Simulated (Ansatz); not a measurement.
WC (Fm-3m), ideal shear of a crystal plane

Computed with DFT PBEsol, scalar-relativistic, plane waves, PAW (Ansatz 0.2.0). The runs took a 420 eV cutoff, a Γ-centred 19×19×7 mesh and Gaussian smearing (0.15 eV). Spin–orbit coupling is left out, which can shift energies with elements as heavy as these. No spin polarisation. Energies are free energies at this smearing, counted from the undisturbed cell; pressure is positive in compression.

The undisturbed cell (relaxed at this level; this rock-salt form isn't the usual structure):

```
W C
1.0
    -2.17269   -2.17269    0.00000
     2.17269   -2.17269    0.00000
     0.00000    0.00000    8.69074
W C
4 4
Direct
  0.50000 0.50000 0.12500
  0.00000 0.00000 0.37500
  0.50000 0.50000 0.62500
  0.00000 0.00000 0.87500
  0.00000 0.00000 0.12500
  0.50000 0.50000 0.37500
  0.00000 0.00000 0.62500
  0.50000 0.50000 0.87500
```

The cut lies on the cell's a–b face, a (0 0 1) plane (indices in the standard cell, whose axes needn't be the Cartesian ones shown) of area 9.44 Å², between layers 2.17 Å apart. Vector c is tilted by f times 1·a − 1·b (length 4.345 Å) with the atoms' Cartesian places fixed: one unrelaxed fault a cell. The traction is dγ/du, the slope of γ against the slip u in Å. Some rows repeat others by symmetry and weren't run.

```
     f  γ (mJ/m²) traction (GPa)
0.0000          0             0.0
0.0833        174            10.3
0.1667       1048            41.9
0.2500       3127            65.8
0.3333       5254            48.9
0.4167       6596            24.8
0.5000       7028             0.0
0.6667       5254           -48.9
0.8333       1048           -41.9
```

Problem. Read off the first barrier and the stress needed to climb it, and compare with Frenkel's sinusoid.

Solution. The first sampled maximum lies at f = 0.500, a slip of 2.17 Å, with γ ≈ 7028 mJ/m², which stands in for the unstable fault energy γ_us, and the steepest sampled slope before it is 65.8 GPa. A sinusoid γ = γ_us sin²(πu/λ) with its maximum there has λ = 4.35 Å and a largest slope πγ_us/λ = 50.8 GPa (1 mJ/m² per Å = 0.01 GPa). The stand-in is too high: a rotation axis of order three or more passes through this point, so the curvature is the same in every direction of the plane and the point is a peak of the γ-surface, which slip goes round.

Problem. Is there a metastable fault on this line?

Solution. Apart from points where γ returns to about zero, no local minimum shows among the samples, so at this sampling the line offers no fault for a dislocation to split on; a fault can still lie off the line.

The cut is rigid; relaxing the faces lowers these energies and usually the stresses.

In a metal these slopes depend on the k mesh and the smearing.

Cost: 7 runs of about 13 core-minutes in all, on Arm Neoverse V2 (shared hosts).